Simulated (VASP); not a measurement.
# Cs2SnI6 (Fm-3m) in VASP: notebook, part 2 of 2

VASP 6.6.1.

### Step 6. Band structure, TB-mBJ

File POSCAR:

```
Cs2SnI6
1.0
    0.0000000000      5.8138000000      5.8138000000
    5.8138000000      0.0000000000      5.8138000000
    5.8138000000      5.8138000000      0.0000000000
Cs I Sn
2 6 1
Direct
    0.7500000000      0.7500000000      0.7500000000
    0.2500000000      0.2500000000      0.2500000000
    0.7546400000      0.7546400000      0.2453600000
    0.2453600000      0.2453600000      0.7546400000
    0.7546400000      0.2453600000      0.7546400000
    0.2453600000      0.7546400000      0.7546400000
    0.2453600000      0.7546400000      0.2453600000
    0.7546400000      0.2453600000      0.2453600000
    0.0000000000      0.0000000000      0.0000000000
```

File INCAR.step1:

```
SYSTEM = Cs2SnI6
ALGO = Normal ; EDIFF = 1E-5
ENCUT = 520 ; GGA = PE
ISIF = 2 ; ISMEAR = 0
KPAR = 2 ; LASPH = .True.
LCHARG = .False. ; LREAL = .False.
LWAVE = .True. ; NELM = 60
PREC = Accurate ; SIGMA = 0.02
```

File INCAR.step2:

```
SYSTEM = Cs2SnI6
ALGO = Normal ; EDIFF = 1E-6
ENCUT = 520 ; ISIF = 2
ISMEAR = 0 ; ISTART = 1
KPAR = 2 ; LASPH = .True.
LCHARG = .False. ; LREAL = .False.
LWAVE = .False. ; METAGGA = MBJ
NELM = 60 ; PREC = Accurate
SIGMA = 0.02
```

File KPOINTS:

```
k-points
0
Gamma
  4 4 4
  0 0 0
```

File KPOINTS_OPT:

```
path GXWKGLUWLK,UX
15
line-mode
reciprocal
 0.0000000000  0.0000000000  0.0000000000  G
 0.5000000000  0.0000000000  0.5000000000  X

 0.5000000000  0.0000000000  0.5000000000  X
 0.5000000000  0.2500000000  0.7500000000  W

 0.5000000000  0.2500000000  0.7500000000  W
 0.3750000000  0.3750000000  0.7500000000  K

 0.3750000000  0.3750000000  0.7500000000  K
 0.0000000000  0.0000000000  0.0000000000  G

 0.0000000000  0.0000000000  0.0000000000  G
 0.5000000000  0.5000000000  0.5000000000  L

 0.5000000000  0.5000000000  0.5000000000  L
 0.6250000000  0.2500000000  0.6250000000  U

 0.6250000000  0.2500000000  0.6250000000  U
 0.5000000000  0.2500000000  0.7500000000  W

 0.5000000000  0.2500000000  0.7500000000  W
 0.5000000000  0.5000000000  0.5000000000  L

 0.5000000000  0.5000000000  0.5000000000  L
 0.3750000000  0.3750000000  0.7500000000  K

 0.6250000000  0.2500000000  0.6250000000  U
 0.5000000000  0.0000000000  0.5000000000  X
```

Potentials or basis: VASP PAW PBE potentials, release 64 (Cs_sv, I, Sn_d).

The run is started by

```console
$ cat potpaw_PBE.64/Cs_sv/POTCAR potpaw_PBE.64/I/POTCAR potpaw_PBE.64/Sn_d/POTCAR > POTCAR
$ cp INCAR.step1 INCAR
$ mpirun -np 2 vasp_std > vasp.out
$ cp INCAR.step2 INCAR
$ mpirun -np 2 vasp_std > vasp.out
```

Run time: 29 min. Hardware: 2 MPI ranks of Intel Xeon Platinum 8259CL at 2.50GHz (Skylake/Cascade Lake), shared host; peak memory 0.7 GiB.

The run converged. Its results:

| Quantity | Value |
| --- | --- |
| Band gap on the k mesh | 0.81 eV, direct |
| Band gap along the path | 0.81 eV, direct |

Levels at the corners of the path, in eV from the valence-band top:
| point | band 34 | band 35 | band 36 | band 37 | band 38 | band 39 | band 40 | band 41 |
| --- | --- | --- | --- | --- | --- | --- | --- | --- |
| Γ | -0.44 | 0.00 | 0.00 | 0.00 | 0.81 | 4.76 | 4.76 | 4.76 |
| X | -0.64 | -0.64 | -0.60 | -0.02 | 1.92 | 5.20 | 5.20 | 5.44 |
| X | -0.64 | -0.64 | -0.60 | -0.02 | 1.92 | 5.20 | 5.20 | 5.44 |
| W | -0.68 | -0.57 | -0.34 | -0.34 | 1.92 | 5.18 | 5.36 | 5.37 |
| W | -0.68 | -0.57 | -0.34 | -0.34 | 1.92 | 5.18 | 5.36 | 5.37 |
| K | -0.64 | -0.59 | -0.55 | -0.15 | 1.90 | 4.98 | 5.41 | 5.50 |
| K | -0.64 | -0.59 | -0.55 | -0.15 | 1.90 | 4.98 | 5.41 | 5.50 |
| Γ | -0.44 | 0.00 | 0.00 | 0.00 | 0.81 | 4.76 | 4.76 | 4.76 |
| Γ | -0.44 | 0.00 | 0.00 | 0.00 | 0.81 | 4.76 | 4.76 | 4.76 |
| L | -0.42 | -0.34 | -0.26 | -0.26 | 1.63 | 4.31 | 5.70 | 5.70 |
| L | -0.42 | -0.34 | -0.26 | -0.26 | 1.63 | 4.31 | 5.70 | 5.70 |
| U | -0.64 | -0.59 | -0.55 | -0.15 | 1.90 | 4.98 | 5.41 | 5.50 |
| U | -0.64 | -0.59 | -0.55 | -0.15 | 1.90 | 4.98 | 5.41 | 5.50 |
| W | -0.68 | -0.57 | -0.34 | -0.34 | 1.92 | 5.18 | 5.36 | 5.37 |
| W | -0.68 | -0.57 | -0.34 | -0.34 | 1.92 | 5.18 | 5.36 | 5.37 |
| L | -0.42 | -0.34 | -0.26 | -0.26 | 1.63 | 4.31 | 5.70 | 5.70 |
| L | -0.42 | -0.34 | -0.26 | -0.26 | 1.63 | 4.31 | 5.70 | 5.70 |
| K | -0.64 | -0.59 | -0.55 | -0.15 | 1.90 | 4.98 | 5.41 | 5.50 |
| U | -0.64 | -0.59 | -0.55 | -0.15 | 1.90 | 4.98 | 5.41 | 5.50 |
| X | -0.64 | -0.64 | -0.60 | -0.02 | 1.92 | 5.20 | 5.20 | 5.44 |

Caveat: the PAW data sets were made with another functional, which shifts forces and pressure a little; spin-orbit coupling is left out, which moves the levels of the heavy elements.

### Step 7. Overview

```csv
task,level,potentials or basis,further INCAR settings,gap on the mesh (eV),pressure (GPa),largest force (eV/Å)
dielectric tensor,PBE,"VASP PAW PBE potentials, release 64 (Cs_sv, I, Sn_d)",ALGO = Normal; EDIFF = 1e-08,0.16,-,-
band structure,LDA,"VASP PAW LDA potentials, release 64 (Cs_sv, I, Sn_d)",ALGO = Normal; EDIFF = 1e-06,-,-0.9,0.09
band structure,PBE,"VASP PAW PBE potentials, release 64 (Cs_sv, I, Sn_d)",ALGO = Normal; EDIFF = 1e-06,0.16,1.6,0.28
band structure,PBEsol,"VASP PAW PBE potentials, release 64 (Cs_sv, I, Sn_d)",ALGO = Normal; EDIFF = 1e-06,0.09,0.1,0.13
band structure,TB-mBJ,"VASP PAW PBE potentials, release 64 (Cs_sv, I, Sn_d)",ALGO = Normal; EDIFF = 1e-06,0.81,-,-
```

Alike in all rows: no spin polarisation; cell as given; k mesh 4 × 4 × 4; cutoff (eV) 520; smearing gaussian 0.02 eV.

Caveats: spin-orbit coupling is left out, which moves the levels of the heavy elements; the PAW data sets were made with another functional, which shifts forces and pressure a little (some runs); the gap is small at this level, which inflates the dielectric constant (some runs).

Total energies depend on the potentials used, so only differences within one code and one set of settings carry meaning.

### Step 8. Against experiment

Step 2. Against the measured gap of Cs2SnI6, 1.3 eV (optical; powder; “Changes in charge density vs changes in formal oxidation states: The case of Sn halide perovskites and their ordered vacancy analogues”, 2017, arxiv:1705.01565), the calculated 0.16 eV is off by -1.14 eV. So large a miss can be the level of theory's own, or it may mean another phase, state or a wrong row. Spin-orbit coupling on Cs, I, Sn is left out. The value is that of PBE, without temperature or zero-point motion. Semilocal functionals fall short of measured gaps as a rule.

Step 3. A measured gap of Cs2SnI6 is 1.3 eV (optical; powder; “Changes in charge density vs changes in formal oxidation states: The case of Sn halide perovskites and their ordered vacancy analogues”, 2017, arxiv:1705.01565); the calculated 0.00 eV misses it by -1.30 eV. So large a miss can be the level of theory's own, or it may mean another phase, state or a wrong row. Spin-orbit coupling on Cs, I, Sn is left out. The value is that of LDA, without temperature or zero-point motion. Semilocal functionals fall short of measured gaps as a rule.

Step 4. A measured gap of Cs2SnI6 is 1.3 eV (optical; powder; “Changes in charge density vs changes in formal oxidation states: The case of Sn halide perovskites and their ordered vacancy analogues”, 2017, arxiv:1705.01565); the calculated 0.16 eV misses it by -1.14 eV. So large a miss can be the level of theory's own, or it may mean another phase, state or a wrong row. Spin-orbit coupling on Cs, I, Sn is left out. The value is that of PBE, without temperature or zero-point motion. Semilocal functionals fall short of measured gaps as a rule.

Step 5. Measured gap of Cs2SnI6: 1.3 eV (optical; powder; “Changes in charge density vs changes in formal oxidation states: The case of Sn halide perovskites and their ordered vacancy analogues”, 2017, arxiv:1705.01565). This calculation gives 0.09 eV (-1.21 eV). So large a miss can be the level of theory's own, or it may mean another phase, state or a wrong row. Spin-orbit coupling on Cs, I, Sn is left out. The value is that of PBEsol, without temperature or zero-point motion. Semilocal functionals fall short of measured gaps as a rule.

Step 6. A measured gap of Cs2SnI6 is 1.3 eV (optical; powder; “Changes in charge density vs changes in formal oxidation states: The case of Sn halide perovskites and their ordered vacancy analogues”, 2017, arxiv:1705.01565); the calculated 0.81 eV misses it by -0.49 eV. Spin-orbit coupling on Cs, I, Sn is left out. The value is that of TB-mBJ, without temperature or zero-point motion.
